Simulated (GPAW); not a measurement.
# AlNi3 (Fm-3m) in GPAW: further runs, part 2 of 2

GPAW 26.7.0. The steps go on from the part before.

**4. Band structure, PBEsol+U, collinear spin, ferromagnetic start**

run.py

```python
from ase import Atoms
from ase.dft.bandgap import bandgap
from ase.io import write
from ase.units import GPa
from gpaw import GPAW, PW, setup_paths

setup_paths.insert(0, '.')

atoms = Atoms(['Ni', 'Ni', 'Ni', 'Al'],
              cell=[[0.0, 2.8018887551, 2.8018887551],
                    [2.8018887551, 0.0, 2.8018887551],
                    [2.8018887551, 2.8018887551, 0.0]],
              scaled_positions=[[0.75, 0.75, 0.75],
                                [0.0, 0.0, 0.0],
                                [0.25, 0.25, 0.25],
                                [0.5, 0.5, 0.5]],
              pbc=True)
atoms.set_initial_magnetic_moments([1.0, 1.0, 1.0, 0.0])

calc = GPAW(mode=PW(600),
            xc='PBEsol',
            kpts={'size': (7, 7, 7), 'gamma': True},
            occupations={'name': 'fermi-dirac', 'width': 0.05},
            setups={'Ni': ':d,2.0'},
            nbands=45,
            convergence={'density': 1e-05, 'energy': 1e-05},
            maxiter=150,
            txt='gpaw.txt')
atoms.calc = calc
energy = atoms.get_potential_energy()
forces = atoms.get_forces()
stress = atoms.get_stress()
calc.write('gs.gpw')
write('result.traj', atoms)
print(f'Energy: {energy:.6f} eV')
print('Forces (eV/A):')
print(forces.round(4))
print('Stress (GPa):', (stress / GPa).round(3))
print('Moments:', calc.get_magnetic_moments().round(3))
print('Fermi level:', round(calc.get_fermi_level(), 4), 'eV')
print(f'Gap: {bandgap(calc)[0]:.4f} eV, direct: {bandgap(calc, direct=True)[0]:.4f} eV')

path = atoms.cell.bandpath('GXWKGLUWLK,UX', npoints=60, eps=1e-4)
bs_calc = calc.fixed_density(kpts=path, symmetry='off', nbands=62,
                             convergence={'bands': 'CBM+6.0', 'eigenstates': 1e-6}, txt='bands.txt')
bs = bs_calc.band_structure()
bs.write('bs.json')
print(f'Gap on the path: {bandgap(bs_calc)[0]:.4f} eV')
```

Potentials or basis: PAW data sets generated in the run's folder for this functional, pw.

On the command line:

```console
gpaw-setup -f PBEsol Al Ni
OMP_NUM_THREADS=1 python run.py
```

gpaw.txt:

```text
__  _  _
 | _ |_)|_||  |
 |__||  | ||/\| - 26.7.0

Input parameters:
  mode=PW(ecut=600.0),
  convergence={'density': 1e-05, 'energy': 1e-05},
  kpts=MonkhorstPack(size=(7, 7, 7), gamma=True),
  maxiter=150,
  nbands=45,
  occupations=Occupations(name='fermi-dirac', width=0.05),
  setups={'Ni': ':d,2.0'},
  xc=XC(name='PBEsol')

Diagonalizing LCAO Hamiltonian
Converting LCAO to pw mode

                    Ni

                Al

           Ni

       Ni

Atoms  # Å, Bohr magnetons
|   | symbol |        x |        y |        z |    initial magnetic moments |
|---|--------|----------|----------|----------|-----------------------------|
| 0 |     Ni | 4.202833 | 4.202833 | 4.202833 | ( 0.0000,  0.0000,  1.0000) |
| 1 |     Ni | 0.000000 | 0.000000 | 0.000000 | ( 0.0000,  0.0000,  1.0000) |
| 2 |     Ni | 1.400944 | 1.400944 | 1.400944 | ( 0.0000,  0.0000,  1.0000) |
| 3 |     Al | 2.801889 | 2.801889 | 2.801889 | ( 0.0000,  0.0000,  0.0000) |

Unit cell  # Å
| periodic |        x |        y |        z |  lengths |    angles |
|----------|----------|----------|----------|----------|-----------|
|      yes | 0.000000 | 2.801889 | 2.801889 | 3.962469 | 60.000000 |
|      yes | 2.801889 | 0.000000 | 2.801889 | 3.962469 | 60.000000 |
|      yes | 2.801889 | 2.801889 | 0.000000 | 3.962469 | 60.000000 |

Number of symmetries: 48
Symmetry operations  # r_c * U_cc + t_c -> r_c
|    | kind |            matrix            |
|----|------|------------------------------|
|  0 |  σ   |  1, 0, 0,  1, 0,-1,  1,-1, 0 |
|  1 |  C2  |  1, 0, 0,  1,-1, 0,  1, 0,-1 |
|  2 |  E   |  1, 0, 0,  0, 1, 0,  0, 0, 1 |
|  3 |  σ   |  1, 0, 0,  0, 0, 1,  0, 1, 0 |
|  4 |  C4  |  1, 0,-1,  1, 0, 0,  1,-1, 0 |
|  5 |  S6  |  1, 0,-1,  1,-1, 0,  1, 0, 0 |
|  6 |  σ   |  1, 0,-1,  0, 1,-1,  0, 0,-1 |
|  7 |  C3  |  1, 0,-1,  0, 0,-1,  0, 1,-1 |
|  8 |  S6  |  1,-1, 0,  1, 0, 0,  1, 0,-1 |
|  9 |  C4  |  1,-1, 0,  1, 0,-1,  1, 0, 0 |
| 10 |  C3  |  1,-1, 0,  0,-1, 1,  0,-1, 0 |
| 11 |  σ   |  1,-1, 0,  0,-1, 0,  0,-1, 1 |
| 12 |  σ   |  0, 1, 0,  1, 0, 0,  0, 0, 1 |
| 13 |  C4  |  0, 1, 0,  0, 1,-1, -1, 1, 0 |
| 14 |  C3  |  0, 1, 0,  0, 0, 1,  1, 0, 0 |
| 15 |  S6  |  0, 1, 0, -1, 1, 0,  0, 1,-1 |
| 16 |  C2  |  0, 1,-1,  1, 0,-1,  0, 0,-1 |
| 17 |  σ   |  0, 1,-1,  0, 1, 0, -1, 1, 0 |
| 18 |  S4  |  0, 1,-1,  0, 0,-1,  1, 0,-1 |
| 19 |  C4  |  0, 1,-1, -1, 1, 0,  0, 1, 0 |
| 20 |  C3  |  0, 0, 1,  1, 0, 0,  0, 1, 0 |
| 21 |  σ   |  0, 0, 1,  0, 1, 0,  1, 0, 0 |
| 22 |  S6  |  0, 0, 1,  0,-1, 1, -1, 0, 1 |
| 23 |  C4  |  0, 0, 1, -1, 0, 1,  0,-1, 1 |
| 24 |  S4  |  0, 0,-1,  1, 0,-1,  0, 1,-1 |
| 25 |  C3  |  0, 0,-1,  0, 1,-1,  1, 0,-1 |
| 26 |  C2  |  0, 0,-1,  0,-1, 0, -1, 0, 0 |
| 27 |  S6  |  0, 0,-1, -1, 0, 0,  0,-1, 0 |
| 28 |  S4  |  0,-1, 1,  1,-1, 0,  0,-1, 0 |
| 29 |  C4  |  0,-1, 1,  0, 0, 1, -1, 0, 1 |
| 30 |  C2  |  0,-1, 1,  0,-1, 0,  1,-1, 0 |
| 31 |  σ   |  0,-1, 1, -1, 0, 1,  0, 0, 1 |
| 32 |  C3  |  0,-1, 0,  1,-1, 0,  0,-1, 1 |
| 33 |  S6  |  0,-1, 0,  0, 0,-1, -1, 0, 0 |
| 34 |  S4  |  0,-1, 0,  0,-1, 1,  1,-1, 0 |
| 35 |  C2  |  0,-1, 0, -1, 0, 0,  0, 0,-1 |
| 36 |  C2  | -1, 1, 0,  0, 1, 0,  0, 1,-1 |
| 37 |  S6  | -1, 1, 0,  0, 1,-1,  0, 1, 0 |
| 38 |  S4  | -1, 1, 0, -1, 0, 1, -1, 0, 0 |
| 39 |  C3  | -1, 1, 0, -1, 0, 0, -1, 0, 1 |
| 40 |  S6  | -1, 0, 1,  0, 0, 1,  0,-1, 1 |
| 41 |  C2  | -1, 0, 1,  0,-1, 1,  0, 0, 1 |
| 42 |  C3  | -1, 0, 1, -1, 1, 0, -1, 0, 0 |
| 43 |  S4  | -1, 0, 1, -1, 0, 0, -1, 1, 0 |
| 44 |  C2  | -1, 0, 0,  0, 0,-1,  0,-1, 0 |
| 45 |  i   | -1, 0, 0,  0,-1, 0,  0, 0,-1 |
| 46 |  σ   | -1, 0, 0, -1, 1, 0, -1, 0, 1 |
| 47 |  C2  | -1, 0, 0, -1, 0, 1, -1, 1, 0 |

BZ-sampling:
  Number of BZ points: 343
  Number of IBZ points: 20

  Monkhorst-Pack size: [7, 7, 7]
  Monkhorst-Pack shift: [0, 0, 0]

K-points  # in reciprocal-cell coordinates
|     |                                coordinates |     weight |
|-----|--------------------------------------------|------------|
|   0 | (  0.00000000,   0.00000000,   0.00000000) | 0.00291545 |
|   1 | (  0.14285714,   0.14285714,   0.00000000) | 0.01749271 |
|   2 | (  0.14285714,   0.14285714,   0.14285714) | 0.02332362 |
|   3 | (  0.28571429,   0.14285714,   0.14285714) | 0.03498542 |
|   4 | (  0.28571429,   0.28571429,   0.00000000) | 0.01749271 |
|   5 | (  0.28571429,   0.28571429,   0.14285714) | 0.06997085 |
|   6 | (  0.28571429,   0.28571429,   0.28571429) | 0.02332362 |
|   7 | (  0.42857143,  -0.28571429,  -0.28571429) | 0.03498542 |
|   8 | (  0.42857143,   0.28571429,  -0.42857143) | 0.13994169 |
|   9 | (  0.42857143,   0.28571429,  -0.28571429) | 0.06997085 |
| ... |                                            |            |
|  19 | (  0.42857143,   0.42857143,   0.42857143) | 0.02332362 |

Plane wave coefficients: 1480
Cutoff: 600.0 eV

Spin-components: 2 (collinear spins)
Bands:           45
Projectors:      23
Spin-degeneracy: 1
Datatype:        complex128

Parallelization:
  kpt:    1
  domain: 1
  band:   1

Density:
  Valence electrons: 51.0
  Components: 2
  Grid points: [24 24 24]
  Charge: 0.0  # |e|

Potential:
  Grid points: [24 24 24]

species:
  Ni:
    name:    Nickel
    Z:       28.0
    valence: 16
    core:    12
    charge:  0.0  # [|e|]
    Hubbard: {U: 2.0,  # eV
              l: 2,
              scale: True}
    compensation charges:
      type: gauss
      rc: 0.36  # [Å]
      lmax: 2
    cutoffs:
      filter: 2.14  # [Å]
      core: 1.98  # [Å]
    projectors
    | kind |    occ | energy [eV] | rcut [Å] |
    |------|--------|-------------|----------|
    |   4s |  2.000 |      -5.661 |    1.164 |
    |   3p |  6.000 |     -71.261 |    1.207 |
    |   4p |  0.000 |      -1.193 |    1.207 |
    |   3d |  8.000 |      -8.901 |    1.138 |
    |    s |        |      21.550 |    1.164 |
    |    d |        |      18.310 |    1.138 |

    Using partial waves for Ni as LCAO basis

  Al:
    name:    Aluminium
    Z:       13.0
    valence: 3
    core:    10
    charge:  0.0  # [|e|]
    compensation charges:
      type: gauss
      rc: 0.34  # [Å]
      lmax: 2
    cutoffs:
      filter: 1.91  # [Å]
      core: 2.36  # [Å]
    projectors
    | kind |    occ | energy [eV] | rcut [Å] |
    |------|--------|-------------|----------|
    |   3s |  2.000 |      -7.715 |    1.085 |
    |   3p |  1.000 |      -2.689 |    1.085 |
    |    s |        |      19.497 |    1.085 |
    |    p |        |      24.522 |    1.085 |
    |    d |        |       0.000 |    1.085 |

    Using partial waves for Al as LCAO basis

Reference energy: -130587.894217  # eV

eigensolver:
  PPCG
  Converge bands: occupied
  niter=2

density mixing:
  MSR1-Mixer
  Pratt-step length: 0.05
  Maximum mixing coefficient: 0.75
  Old densities: 10
  SVD Regularization: 0.005
  Good broyden scale: 1.0
  Trust region scale: 1.0
  Backstep threshold: 4.0
  History deletion threshold: 6.0
  Fourier metric: weight=20.0, sigma=0.015

occupation numbers:
  Fermi-Dirac:
    width: 0.0500  # eV

poisson solver:
  ecut: 4800.0  # eV

xc functional:
  name: PBEsol with 2 nearest neighbor stencil

convergence criteria:
- Maximum integral of absolute [dens]ity change: 1e-05 electrons / valence electron
- Maximum [total energy] change in last 3 cyles: 1e-05 eV / valence electron
- Maximum integral of absolute [eigenst]ate change: 4e-08 eV^2 / valence electron
maximum number of iterations: 150

SCF iterations
|iter     | |      energy | eigst |  dens |  magmom |
|---------|-|-------------|-------|-------|---------|
|iter:   1| |  -25.406658 | +0.58 |       |  +3.0045|
|iter:   2| |  -25.332907 | -1.45 | -1.09 |  +2.9124|
|iter:   3| |  -25.411410 | -2.77 | -1.21 |  +2.4880|
|iter:   4| |  -25.640733 | -2.95 | -1.40 |  +2.1465|
|iter:   5| |  -25.745654 | -2.47 | -1.43 |  +1.4700|
|iter:   6| |  -25.807070 | -3.01 | -1.81 |  +0.7852|
|iter:   7| |  -25.833748 | -3.75 | -2.04 |  +0.4319|
|iter:   8| |  -25.841790 | -3.55 | -2.06 |  +0.1121|
|iter:   9| |  -25.840208 | -4.21 | -2.35 |  +0.0321|
|iter:  10| |  -25.840091 | -5.17 | -2.92 |  +0.1140|
|iter:  11| |  -25.841141 | -4.68 | -3.15 |  -0.0050|
|iter:  12| |  -25.839916 | -4.34 | -2.85 |  -0.0723|
|iter:  13| |  -25.837706 | -4.20 | -2.94 |  -0.1498|
|iter:  14| |  -25.841659 | -4.35 | -2.91 |  -0.0620|
|iter:  15| |  -25.841606 | -5.37 | -3.05 |  -0.0371|
|iter:  16| |  -25.841771c| -5.75 | -3.35 |  -0.0124|
|iter:  17| |  -25.841749c| -6.77 | -3.76 |  -0.0071|
|iter:  18| |  -25.841759c| -7.07 | -4.39 |  -0.0033|
|iter:  19| |  -25.841758c| -7.63c| -4.66 |  -0.0011|
|iter:  20| |  -25.841759c| -8.26c| -5.36c|  -0.0002|

Converged in 20 steps
Energy contributions relative to reference atoms: (reference = -130587.894217)

Energy contributions:
  Kinetic:          38.660256
  Coulomb:         -26.650111
  Zero:              0.160900
  External:          0.000000
  Xc:              -38.001942
  Entropy:          -0.021723
  Spinorbit:         0.000000
  ----------------------------
  Free energy:     -25.852620
  Extrapolated:    -25.841759

dipole moment: (-11.343310, -11.343310, -11.343310)  # |e|*Ang

Total magnetic moment: (0.000000, 0.000000, -0.000174)

Local magnetic moments
|        x |        y |         z |
|----------|----------|-----------|
| 0.000000 | 0.000000 |  0.000052 |  # Ni   0
| 0.000000 | 0.000000 | -0.000303 |  # Ni   1
| 0.000000 | 0.000000 |  0.000052 |  # Ni   2
| 0.000000 | 0.000000 |  0.000005 |  # Al   3

Fermi level: 8.618
Eigenvalues  # (at kpt = [0.000, 0.000, 0.000])
| band index |      eig [eV] | occ [0-1] |      eig [eV] | occ [0-1] |
|------------|---------------|-----------|---------------|-----------|
|          0 |       -53.981 |     1.000 |       -53.981 |     1.000 |
|        ... |               |           |               |           |
|         17 |         6.175 |     1.000 |         6.175 |     1.000 |
|         18 |         7.638 |     1.000 |         7.638 |     1.000 |
|         19 |         7.638 |     1.000 |         7.638 |     1.000 |
|         20 |         7.638 |     1.000 |         7.638 |     1.000 |
|         21 |         7.942 |     1.000 |         7.942 |     1.000 |
|         22 |         7.942 |     1.000 |         7.942 |     1.000 |
[... 8 lines left out ...]
|         31 |        15.904 |     0.000 |        15.904 |     0.000 |
|         32 |        17.511 |     0.000 |        17.511 |     0.000 |
|        ... |               |           |               |           |
|         44 |        35.030 |     0.000 |        35.257 |     0.000 |

No gap
No difference between direct/indirect transitions

Forces  # eV/Ang
|        x |        y |        z |
|----------|----------|----------|
| -0.00000 | -0.00000 | -0.00000 |  # Ni   0
| -0.00000 |  0.00000 | -0.00000 |  # Ni   1
|  0.00000 |  0.00000 | -0.00000 |  # Ni   2
|  0.00000 | -0.00000 | -0.00000 |  # Al   3

Stress tensor  # eV/Ang^3
|        x |        y |        z |
|----------|----------|----------|
| 0.007273 | 0.000000 | 0.000000 |
| 0.000000 | 0.007273 | 0.000000 |
| 0.000000 | 0.000000 | 0.007273 |

# Writing to gs.gpw (mode='')
```

Wall time 7.4 min (1 thread of Arm Neoverse N1, shared host); peak memory 0.45 GiB.

Results:

```
Free energy             : -25.8526 eV
Pressure                : -1.2 GPa
Band gap along the path : none (metal or under the smearing width)
Net moment              : 0.00 μB per cell
```

Levels at the corners of the path, in eV from the Fermi level:
Spin up:
```csv
point,band 23,band 24,band 25,band 26,band 27,band 28,band 29,band 30
Γ,-0.68,-0.63,-0.63,5.64,5.64,5.64,6.06,6.06
X,-0.79,-0.66,-0.53,-0.37,-0.37,-0.05,4.47,4.85
W,-0.65,-0.64,-0.64,-0.13,-0.01,-0.01,7.71,7.80
K,-0.86,-0.41,-0.37,-0.36,0.12,0.79,4.75,7.49
Γ,-0.68,-0.63,-0.63,5.64,5.64,5.64,6.06,6.06
L,-0.77,-0.53,-0.53,-0.15,4.49,4.49,4.95,4.95
U,-0.86,-0.41,-0.37,-0.36,0.12,0.79,4.75,7.49
W,-0.65,-0.64,-0.64,-0.13,-0.01,-0.01,7.71,7.80
L,-0.77,-0.53,-0.53,-0.15,4.49,4.49,4.95,4.95
K,-0.86,-0.41,-0.37,-0.36,0.12,0.79,4.75,7.49
U,-0.86,-0.41,-0.37,-0.36,0.12,0.79,4.75,7.49
X,-0.79,-0.66,-0.53,-0.37,-0.37,-0.05,4.47,4.85
```
Spin down:
```tsv
point	band 22	band 23	band 24	band 25	band 26	band 27	band 28	band 29	band 30	band 31
Γ	-0.68	-0.68	-0.63	-0.63	5.64	5.64	5.64	6.06	6.06	6.06
X	-1.12	-0.79	-0.66	-0.53	-0.37	-0.37	-0.05	4.47	4.85	12.82
W	-0.76	-0.65	-0.64	-0.64	-0.13	-0.01	-0.01	7.71	7.80	7.80
K	-1.07	-0.86	-0.41	-0.37	-0.36	0.12	0.79	4.75	7.49	10.33
Γ	-0.68	-0.68	-0.63	-0.63	5.64	5.64	5.64	6.06	6.06	6.06
L	-0.77	-0.77	-0.53	-0.53	-0.15	4.49	4.49	4.95	4.95	5.70
U	-1.07	-0.86	-0.41	-0.37	-0.36	0.12	0.79	4.75	7.49	10.33
W	-0.76	-0.65	-0.64	-0.64	-0.13	-0.01	-0.01	7.71	7.80	7.80
L	-0.77	-0.77	-0.53	-0.53	-0.15	4.49	4.49	4.95	4.95	5.70
K	-1.07	-0.86	-0.41	-0.37	-0.36	0.12	0.79	4.75	7.49	10.33
U	-1.07	-0.86	-0.41	-0.37	-0.36	0.12	0.79	4.75	7.49	10.33
X	-1.12	-0.79	-0.66	-0.53	-0.37	-0.37	-0.05	4.47	4.85	12.82
```

Caveat: the stock nickel data set gives pressures a few GPa off other programs; the U is typed as a test and isn't derived for this compound.

**5. Summary**

```tsv
level	U	pressure (GPa)	moment (μB)
PBEsol	-	1.4	0.00
PBEsol+U	Ni d U = 1 eV	0.1	0.00
PBEsol+U	Ni d U = 2 eV	-1.2	0.00
```

Alike in all rows: task band structure; potentials or basis PAW data sets generated in the run's folder for this functional, pw; spin collinear, ferromagnetic start; cell as given; k mesh 7 × 7 × 7; cutoff (eV) 600; smearing fermi-dirac 0.05 eV.

The pressure there spans -1.2 GPa (PBEsol+U) to 1.4 GPa (PBEsol); a positive pressure means that this level wants a larger cell, a negative one a smaller.

Caveats: the stock nickel data set gives pressures a few GPa off other programs; the U is typed as a test and isn't derived for this compound (some runs).

Total energies depend on the potentials used, so only differences within one code and one set of settings carry meaning.
